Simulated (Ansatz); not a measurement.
## Si2Mo: phonons with BLYP

Crystal: Si2Mo.

```xyz
3
Lattice="-1.6000 1.6000 3.9305 1.6000 -1.6000 3.9305 1.6000 1.6000 -3.9305" Properties=species:S:1:pos:R:3 pbc="T T T"
Mo    0.0000    0.0000    0.0000
Si    0.0000    0.0000    5.2433
Si    0.0000    0.0000    2.6177
```

```yaml
Program: Ansatz 0.2.0
Task: phonons
Functional: BLYP
Potentials_or_basis: Ansatz PAW
Cutoff: "420 eV (not typed: the program's choice for these potentials)"
k_mesh: 9 × 9 × 9
Occupations: fermi-dirac, width 0.02 eV
Spin: no spin polarisation
```

```yaml
Band_gap_on_the_k_mesh: none (metal or under the smearing width)
Highest_phonon_frequency_at_Γ: 402 cm⁻¹
```

Levels at points of the mesh, in eV from the Fermi level:
```csv
k point,band 7,band 8,band 9,band 10,band 11,band 12,band 13,band 14,band 15
"(0.00, 0.00, 0.00)",-3.39,-2.79,-2.56,-2.56,0.48,3.08,3.59,3.74,3.74
```

Phonon frequencies in cm⁻¹ (negative: imaginary):
| q point | frequencies |
| --- | --- |
| (0.000, 0.000, 0.000) | 0 0 0 258 258 310 317 317 402 |

Run time: 6.8 s on 2 threads of AMD EPYC 9R45 96-Core Processor (Zen 5), with other jobs on the host, peak memory 0.64 GiB.
